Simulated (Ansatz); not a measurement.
## Pt(110) / 3 layers Pd(110) / Pt(110): resistance against film thickness

Aim: what a thin film of another metal adds to the resistance, first Pt(110) / 3 layers Pd(110) / Pt(110).

Method: Ansatz plane-wave DFT, PBE, PAW files; ballistic transport by layer matching (Landauer), zero bias; PAW set soft_1, in Ansatz 0.2.0.

Report form: the programs' logs are mostly left out.

## (1) Starting point

The cell holds 16 atoms: 13 Pt and 3 Pd. Its edges and angles: a = 2.773 Å, b = 3.922 Å, c = 22.084 Å, α = 90.0°, β = 90.0°, γ = 90.0°. It derives from Pt and Pd. Regions: lead, 13 atoms (13 Pt); films, 3 atoms (3 Pd). The structure is stacked along c, and the current runs across the ab planes.

## (2) With 3 layers

The film is laid into the lead at the lead's in-plane lattice, and the cell closes on the lead's own image. The mesh across the current, 26×18, is finer than the density's, because channels open and close sharply across the zone. Energies from -1 to 1 eV in steps of 0.036 eV cover the slope of the Fermi function at 300 K, so the program can form a conductance.

Contents of input.yaml:

```yaml
crystal:
  lattice:
    - [2.7731313745, 0.0, 0.0]
    - [0.0, 3.9218, 0.0]
    - [0.0, 0.0, 22.0840561892]
  atoms:
    - { symbol: Pt, position: [0.0, 0.0, 0.0313929125] }
    - { symbol: Pt, position: [0.5, 0.5, 0.0941787375] }
    - { symbol: Pt, position: [0.0, 0.0, 0.1569645625] }
    - { symbol: Pt, position: [0.5, 0.5, 0.2197503875] }
    - { symbol: Pt, position: [0.0, 0.0, 0.2825362125] }
    - { symbol: Pt, position: [0.5, 0.5, 0.3453220375] }
    - { symbol: Pd, position: [0.0, 0.0, 0.4073456625] }
    - { symbol: Pd, position: [0.5, 0.5, 0.4686070875] }
    - { symbol: Pd, position: [0.0, 0.0, 0.5298685125] }
    - { symbol: Pt, position: [0.5, 0.5, 0.5918921375] }
    - { symbol: Pt, position: [0.0, 0.0, 0.6546779625] }
    - { symbol: Pt, position: [0.5, 0.5, 0.7174637875] }
    - { symbol: Pt, position: [0.0, 0.0, 0.7802496125] }
    - { symbol: Pt, position: [0.5, 0.5, 0.8430354375] }
    - { symbol: Pt, position: [0.0, 0.0, 0.9058212625] }
    - { symbol: Pt, position: [0.5, 0.5, 0.9686070875] }
kpoints:
  mp_grid: { grid: [13, 10, 2] }
hamiltonian:
  xc: pbe
  pseudopotentials: { kind: paw, azcp: { folder: soft_1 } }
scf:
  occupations: { method: fermi_dirac, width: 0.1 }
output:
  transmission: { leads: [[0, 1]], kmesh: [26, 18], e_range: [-1.0, 1.0], de: 0.036 }
  write_potential: true
  write_density: true
  volumetric_format: npy
  elf: true
```

Launch:

```bash
$ ansatz run input.yaml --threads 4 --pin off --max-ram 8192MiB --backend cpu --events-out ev --progress --plain --runs-dir out
```

The job ended after 21 min (4 threads of Arm Neoverse N1, shared host; peak memory 2.6 GiB; 73 min of CPU time).

This step gave:

```
free energy                                                                : -183740.2341 eV
energy at zero smearing                                                    : -183739.7823 eV
Fermi energy                                                               : 22.72 eV
cell area                                                                  : 10.88 Å²
step of the lead's potential                                               : 1.4 meV
ballistic conductance of the lead                                          : 2.11e15 S/m²
estimated errors of the lead's conductance                                 : 0, 4.1, 1.1 % (band edges, k-mesh, distance from neutral)
lead conductance per cell                                                  : 2.958 G₀
conductance of the junction                                                : 1.64e15 S/m²
junction conductance per cell                                              : 2.301 G₀
estimated errors of the junction's conductance                             : 0.3, 1, 4, 2, 1.4 % (energy step, band edges, k-mesh, leads' steps, distance from neutral)
area resistance that the stack adds (contact term taken off, spin by spin) : 0.1357 fΩ m²
```

Per spin. Transmission, zone mean against energy, zero at the Fermi level:

```tsv
energy (eV)	transmission, zone mean
-1.000	2.39
-0.928	2.48
-0.856	2.58
-0.784	2.56
-0.712	2.60
-0.676	2.59
-0.604	2.71
-0.532	2.76
-0.460	2.78
-0.424	2.84
-0.388	2.83
-0.316	2.76
-0.244	2.84
-0.172	2.80
-0.100	2.66
-0.028	2.43
0.008	2.25
0.080	1.95
0.152	1.67
0.224	1.48
0.296	1.36
0.368	1.27
0.440	1.12
0.512	1.04
0.584	1.04
0.656	1.05
0.692	1.05
0.764	1.07
0.836	1.10
0.908	1.11
0.980	1.12
```

Per spin. Table of open channels, zone mean, lead by energy, zero at the Fermi level:

```tsv
energy (eV)	open channels, zone mean, lead
-1.000	2.70
-0.928	2.76
-0.856	2.79
-0.784	2.77
-0.712	2.77
-0.676	2.79
-0.604	2.88
-0.532	2.94
-0.460	2.96
-0.388	3.10
-0.316	3.09
-0.244	3.34
-0.172	3.37
-0.100	3.29
-0.028	3.08
0.008	2.95
0.080	2.50
0.152	2.14
0.224	1.90
0.296	1.72
0.368	1.63
0.440	1.34
0.512	1.13
0.584	1.16
0.656	1.18
0.692	1.18
0.764	1.20
0.836	1.23
0.908	1.23
0.980	1.25
```

Transmission over k1 and k2. At 0.0080 eV from the Fermi level.

Ten even steps from '_' (0.00) to '@' (3.52):
```
####@@@@++::::::++++**%%%%**%%%%**++++::::::++@@@@##
##**@@@@++++++--::@@@@@@++**++@@@@@@::--++++++@@@@**
++**++%%%%--%%@@@@****++######++****@@@@%%--%%%%++**
....++####@@@@@@@@@@++::%%%%%%::++@@@@@@@@@@####++..
++::########@@@@@@++++##**@@**##++++@@@@@@########::
++++**++++==**%%::::::--==**==--::::::%%**==++++**++
++++::####**==::++++++++++##++++++++++::==**####::++
%%##++##********++++++++######++++++++********##++##
%%%%%%##********++++++++######++++++++********##%%%%
%%##++##********++++++++######++++++++********##++##
++++::####**==::++++++++++##++++++++++::==**####::++
++++**++++==**%%::::::--==**==--::::::%%**==++++**++
++::########@@@@@@++++##**@@**##++++@@@@@@########::
....++####@@@@@@@@@@++::%%%%%%::++@@@@@@@@@@####++..
++**++%%%%--%%@@@@****++######++****@@@@%%--%%%%++**
##**@@@@++++++--::@@@@@@++**++@@@@@@::--++++++@@@@**
####@@@@++::::::++++**%%%%**%%%%**++++::::::++@@@@##
==@@++==__++++++++++++++%%**%%++++++++++++++__==++@@
```
Columns: k1 (b1) from -0.5 to 0.462; rows upwards: k2 (b2) from -0.5 to 0.444.

Open channels over k1 and k2. At 0.0080 eV from the Fermi level.

Ten even steps from '0' (0.00) to '9' (6.00):
```
96663111336666666331113666
96663333166636366613333666
99366366655366635566636639
33355666663166613666665533
33655566633656563366655563
33665566333335333336655663
33365553333335333333555633
66365555333355533335555636
66665555333355533335555666
66365555333355533335555636
33365553333335333333555633
33665566333335333336655663
33655566633656563366655563
33355666663166613666665533
99366366655366635566636639
96663333166636366613333666
96663111336666666331113666
66330333333366633333330336
```
Columns: k1 (b1) from -0.5 to 0.462; rows upwards: k2 (b2) from -0.5 to 0.444.

Valence density in the ca plane at fractional y = 0.000, with atoms of Pt and Pd within 0.2 Å of it. It is the smooth field of the valence electrons, not physical close to the nuclei.

Ten even steps from '0' (0 e/Å³) to '9' (15 e/Å³), each cell a mean:
```
46520002564100035530001586100037730001465200
12200000221000012210000132000012310000132000
00000000000000000000000000000000000000000000
00000000000000000000000000000000000000000000
00000000000000000000000000000000000000000000
11100000111000001100000111000001100000111000
34410001443000024420000364100025520000344100
57520002675100036630001697200038940001476200
```
Columns run along c (16.0 Å, from fractional 0.01 to 0.74 of the cell), rows up along a (2.8 Å). Atoms in or near the plane, at fractional coordinates: Pt at (0.03, 0.00), Pt at (0.16, 0.00), Pt at (0.28, 0.00), Pd at (0.41, 0.00), Pd at (0.53, 0.00), Pt at (0.65, 0.00).

Electrostatic potential energy in the ca plane at fractional y = 0.000, with atoms of Pt and Pd within 0.2 Å of it. With pseudopotentials it is smooth inside the atoms' cores, unlike the true potential.

Ten even steps from '0' (-52 eV) to '9' (26 eV), each cell a mean:
```
10048983001599720027996202589741137995100389
42369996324799852358998545799964468997423699
87799998778999987789999878999998889999877899
99999999999999999999999999999999999999999999
98899999889999998899999999999999999999988999
64579997546899974479998656899976579998645799
21158984112699731137996323699852248996211489
00038973000589610026995101489730037985000379
```
Columns run along c (16.0 Å, from fractional 0.01 to 0.74 of the cell; values clipped at the 3rd and 97th percentile), rows up along a (2.8 Å). Atoms in or near the plane, at fractional coordinates: Pt at (0.03, 0.00), Pt at (0.16, 0.00), Pt at (0.28, 0.00), Pd at (0.41, 0.00), Pd at (0.53, 0.00), Pt at (0.65, 0.00).

ELF in the ca plane at fractional y = 0.000, with atoms of Pt and Pd within 0.2 Å of it. It is the smooth field of the valence electrons, not physical close to the nuclei.

Values, 5 rows by 16 columns, each cell a mean:
```
0.57 0.38 0.39 0.57 0.32 0.46 0.55 0.25 0.38 0.37 0.25 0.37 0.32 0.37 0.57 0.33
0.37 0.24 0.24 0.37 0.20 0.28 0.35 0.18 0.27 0.26 0.18 0.31 0.20 0.24 0.37 0.21
0.27 0.19 0.19 0.27 0.16 0.22 0.26 0.15 0.18 0.19 0.16 0.20 0.16 0.19 0.27 0.17
0.47 0.29 0.30 0.47 0.25 0.36 0.44 0.20 0.35 0.33 0.20 0.39 0.26 0.29 0.47 0.26
0.58 0.40 0.41 0.58 0.34 0.48 0.57 0.27 0.35 0.35 0.27 0.31 0.33 0.39 0.58 0.36
```
Columns run along c (16.0 Å, from fractional 0.01 to 0.74 of the cell), rows up along a (2.8 Å). Atoms in or near the plane, at fractional coordinates: Pt at (0.03, 0.00), Pt at (0.16, 0.00), Pt at (0.28, 0.00), Pd at (0.41, 0.00), Pd at (0.53, 0.00), Pt at (0.65, 0.00).

The lead's potential steps by 1.4 meV from period to period, small in itself. The program estimates the junction's conductance to 4 % from the k-mesh, 1.4 % from the leads' distance from neutral and 2 % from their steps.

By hand: 1/G − 1/G_lead = 1/1.639 − 1/2.108 = 0.136 fΩ m² with G in 10¹⁵ S/m².

## (3) With 5 layers, k-mesh 13×10×1, film layers 5

The stack now holds 5 film layers; the k-mesh follows the cell, and the energies span -0.27 to 0.27 eV.

System of this step: Pt(110) / 5 layers Pd(110) / Pt(110). The cell holds 18 atoms: 13 Pt and 5 Pd. Cell: a = 2.773 Å, b = 3.922 Å, c = 24.790 Å, α = 90.0°, β = 90.0°, γ = 90.0°. It derives from Pt and Pd. Regions: lead, 13 atoms (13 Pt); films, 5 atoms (5 Pd). The structure is stacked along c, and the current runs across the ab planes.

Contents of input.yaml:

```yaml
crystal:
  lattice:
    - [2.7731313745, 0.0, 0.0]
    - [0.0, 3.9218, 0.0]
    - [0.0, 0.0, 24.7898576926]
  atoms:
    - { symbol: Pt, position: [0.0, 0.0, 0.0279663906] }
    - { symbol: Pt, position: [0.5, 0.5, 0.0838991719] }
    - { symbol: Pt, position: [0.0, 0.0, 0.1398319531] }
    - { symbol: Pt, position: [0.5, 0.5, 0.1957647343] }
    - { symbol: Pt, position: [0.0, 0.0, 0.2516975156] }
    - { symbol: Pt, position: [0.5, 0.5, 0.3076302968] }
    - { symbol: Pd, position: [0.0, 0.0, 0.3628840718] }
    - { symbol: Pd, position: [0.5, 0.5, 0.4174588406] }
    - { symbol: Pd, position: [0.0, 0.0, 0.4720336094] }
    - { symbol: Pd, position: [0.5, 0.5, 0.5266083782] }
    - { symbol: Pd, position: [0.0, 0.0, 0.5811831469] }
    - { symbol: Pt, position: [0.5, 0.5, 0.636436922] }
    - { symbol: Pt, position: [0.0, 0.0, 0.6923697032] }
    - { symbol: Pt, position: [0.5, 0.5, 0.7483024844] }
    - { symbol: Pt, position: [0.0, 0.0, 0.8042352657] }
    - { symbol: Pt, position: [0.5, 0.5, 0.8601680469] }
    - { symbol: Pt, position: [0.0, 0.0, 0.9161008281] }
    - { symbol: Pt, position: [0.5, 0.5, 0.9720336094] }
kpoints:
  mp_grid: { grid: [13, 10, 1] }
hamiltonian:
  xc: pbe
  pseudopotentials: { kind: paw, azcp: { folder: soft_1 } }
scf:
  occupations: { method: fermi_dirac, width: 0.1 }
output:
  transmission:
    leads: [[0, 1]]
    kmesh: [26, 18]
    e_range: [-0.27, 0.27]
    de: 0.036
  write_potential: true
  write_density: true
  volumetric_format: npy
```

Elapsed: 12 min, on 4 threads; peak memory 2.2 GiB.

Numbers from this step:

| Item | Value |
| --- | --- |
| free energy | -197686.1501 eV |
| energy at zero smearing | -197685.6452 eV |
| Fermi energy | 22.40 eV |
| step of the lead's potential | 1.6 meV |
| ballistic conductance of the lead | 2.10e15 S/m² |
| estimated errors of the lead's conductance | 0, 4.1, 1.5 % (band edges, k-mesh, distance from neutral) |
| lead conductance per cell | 2.944 G₀ |
| conductance of the junction | 1.55e15 S/m² |
| junction conductance per cell | 2.170 G₀ |
| estimated errors of the junction's conductance | 0, 2.3, 3.9, 1.4, 2.5 % (energy step, band edges, k-mesh, leads' steps, distance from neutral) |
| area resistance that the stack adds (contact term taken off, spin by spin) | 0.1702 fΩ m² |

Per spin. The transmission, zone mean by energy, zero at the Fermi level:

```tsv
energy (eV)	transmission, zone mean
-0.270	2.93
-0.234	2.94
-0.198	2.92
-0.162	2.81
-0.126	2.70
-0.090	2.57
-0.054	2.43
-0.018	2.29
0.018	2.09
0.054	1.91
0.090	1.74
0.126	1.58
0.162	1.47
0.198	1.39
0.234	1.33
0.270	1.27
```

The conductance of the junction is 1.5e15 S/m², 5.7 % under the 1.6e15 S/m² of the last finished run, no more than the error estimates, leads' steps apart, of 4 and 3.9 % together.

## (4) With 6 layers, k-mesh 13×10×1, film layers 6

The stack now holds 6 film layers; the k-mesh follows the cell, and the energies span -0.27 to 0.27 eV.

System of this step: Pt(110) / 6 layers Pd(110) / Pt(110). The cell holds 18 atoms: 12 Pt and 6 Pd. Its edges and angles: a = 2.773 Å, b = 3.922 Å, c = 24.756 Å, α = 90.0°, β = 90.0°, γ = 90.0°. It derives from Pt and Pd. Regions: lead, 12 atoms (12 Pt); films, 6 atoms (6 Pd). The structure is stacked along c, and the current runs across the ab planes.

input.yaml, the sections that differ from step 3:

```yaml
crystal:
  lattice:
    - [2.7731313745, 0.0, 0.0]
    - [0.0, 3.9218, 0.0]
    - [0.0, 0.0, 24.7561927572]
  atoms:
    - { symbol: Pt, position: [0.0, 0.0, 0.028004421] }
    - { symbol: Pt, position: [0.5, 0.5, 0.0840132629] }
    - { symbol: Pt, position: [0.0, 0.0, 0.1400221049] }
    - { symbol: Pt, position: [0.5, 0.5, 0.1960309468] }
    - { symbol: Pt, position: [0.0, 0.0, 0.2520397887] }
    - { symbol: Pt, position: [0.5, 0.5, 0.3080486307] }
    - { symbol: Pd, position: [0.0, 0.0, 0.363377543] }
    - { symbol: Pd, position: [0.5, 0.5, 0.4180265258] }
    - { symbol: Pd, position: [0.0, 0.0, 0.4726755086] }
    - { symbol: Pd, position: [0.5, 0.5, 0.5273244914] }
    - { symbol: Pd, position: [0.0, 0.0, 0.5819734742] }
    - { symbol: Pd, position: [0.5, 0.5, 0.636622457] }
    - { symbol: Pt, position: [0.0, 0.0, 0.6919513693] }
    - { symbol: Pt, position: [0.5, 0.5, 0.7479602113] }
    - { symbol: Pt, position: [0.0, 0.0, 0.8039690532] }
    - { symbol: Pt, position: [0.5, 0.5, 0.8599778951] }
    - { symbol: Pt, position: [0.0, 0.0, 0.9159867371] }
    - { symbol: Pt, position: [0.5, 0.5, 0.971995579] }
# kpoints, hamiltonian, scf, output: as in step 3
```

The job ended after 13 min (4 threads; peak memory 2.2 GiB; 44 min of CPU time).

This step gave:

| Property | Result |
| --- | --- |
| free energy | -192134.3542 eV |
| energy at zero smearing | -192133.8461 eV |
| Fermi energy | 22.20 eV |
| step of the lead's potential | 5.2 meV |
| estimated errors of the lead's conductance | 0, 4.1, 1.3 % (band edges, k-mesh, distance from neutral) |
| lead conductance per cell | 2.951 G₀ |
| conductance of the junction | 1.51e15 S/m² |
| junction conductance per cell | 2.119 G₀ |
| estimated errors of the junction's conductance | 0.3, 1.1, 3.9, 950.6, 2.2 % (energy step, band edges, k-mesh, leads' steps, distance from neutral) |
| area resistance that the stack adds (contact term taken off, spin by spin) | 0.1871 fΩ m² |

Per spin. The transmission, zone mean by energy, zero at the Fermi level:

```tsv
energy (eV)	transmission, zone mean
-0.270	2.83
-0.234	2.89
-0.198	2.88
-0.162	2.79
-0.126	2.64
-0.090	2.50
-0.054	2.35
-0.018	2.25
0.018	2.03
0.054	1.84
0.090	1.67
0.126	1.48
0.162	1.38
0.198	1.30
0.234	1.24
0.270	1.19
```

The conductance of the junction is 1.5e15 S/m², 2.3 % under the 1.5e15 S/m² of the last finished run, within the error estimates, leads' steps apart, of 3.9 and 3.9 %. The estimate from the leads' steps, 951 %, is larger still.

[end of part 1 of 2]

[Logs are printed without paths, hosts, clocks, repeated set-up lines and the standing remarks that a program may print on its own settings, such as how far it seeks lower states.]

[Hosts, paths, dates, database ids (printed as entryN), source tags and the programs' standing remarks are cut or masked in the printed files.]
